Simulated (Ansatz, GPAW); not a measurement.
Given: the input of a run of Ansatz 0.2.0 on SrO. 

File input.yaml:

```yaml
crystal:
  lattice:
    - [0.0, 2.5663, 2.5663]
    - [2.5663, 0.0, 2.5663]
    - [2.5663, 2.5663, 0.0]
  atoms:
    - { symbol: Sr, position: [0.5, 0.5, 0.5] }
    - { symbol: O, position: [0.0, 0.0, 0.0] }
kpoints:
  mp_grid: { grid: [9, 9, 9] }
scf:
  occupations: { method: gaussian, width: 0.022 }
hamiltonian:
  xc: pbe
  pseudopotentials: { kind: all_electron, lapw: { basis_error: 0.001 } }
output:
  forces: true
  stress: true
  eigenvalues: true
```

Potentials or basis: all-electron LAPW, scalar-relativistic.

Launch:

```sh
$ ansatz run input.yaml --threads 1 --pin off --max-ram 3072MiB --backend cpu --events-out ev --progress --plain --runs-dir out
```

Q: What does the same run look like in GPAW 26.7.0 (ASE script)? Potentials or basis there: GPAW PAW data sets (gpaw-data 1.2.1), cutoff 800 eV.

A: As run (cutoffs and basis follow the program's own potentials, and thresholds, step limits or extra output files can differ):

File run.py:

```python
from ase.dft.bandgap import bandgap
from ase.io import read, write
from ase.units import GPa
from gpaw import GPAW, PW

atoms = read('SrO.xyz')

calc = GPAW(mode=PW(800),
            xc='PBE',
            kpts={'size': (9, 9, 9), 'gamma': True},
            occupations={'name': 'methfessel-paxton', 'order': 0, 'width': 0.022},
            nbands=16,
            convergence={'density': 1e-05, 'energy': 1e-05},
            maxiter=150,
            txt='gpaw.txt')
atoms.calc = calc
energy = atoms.get_potential_energy()
forces = atoms.get_forces()
stress = atoms.get_stress()
calc.write('gs.gpw')
write('result.traj', atoms)
print(f'Energy: {energy:.6f} eV')
print('Forces (eV/A):')
print(forces.round(4))
print('Stress (GPa):', (stress / GPa).round(3))
print('Fermi level:', round(calc.get_fermi_level(), 4), 'eV')
print(f'Gap: {bandgap(calc)[0]:.4f} eV, direct: {bandgap(calc, direct=True)[0]:.4f} eV')
```

File SrO.xyz:

```xyz
2
Lattice="0.0000000000 2.5663000000 2.5663000000 2.5663000000 0.0000000000 2.5663000000 2.5663000000 2.5663000000 0.0000000000" Properties=species:S:1:pos:R:3 pbc="T T T"
Sr     2.5663000000      2.5663000000      2.5663000000
O      0.0000000000      0.0000000000      0.0000000000
```

Potentials or basis: GPAW PAW data sets (gpaw-data 1.2.1), pw.

Run with:

```console
$ OMP_NUM_THREADS=1 python run.py
```

Both were run:

|  | Ansatz | GPAW |
| --- | --- | --- |
| Pressure | 3.3 GPa | 3.8 GPa |

Where Ansatz's input types no cutoff or centring, it takes its own default and a Γ-centred mesh.

Pressure is positive in compression.
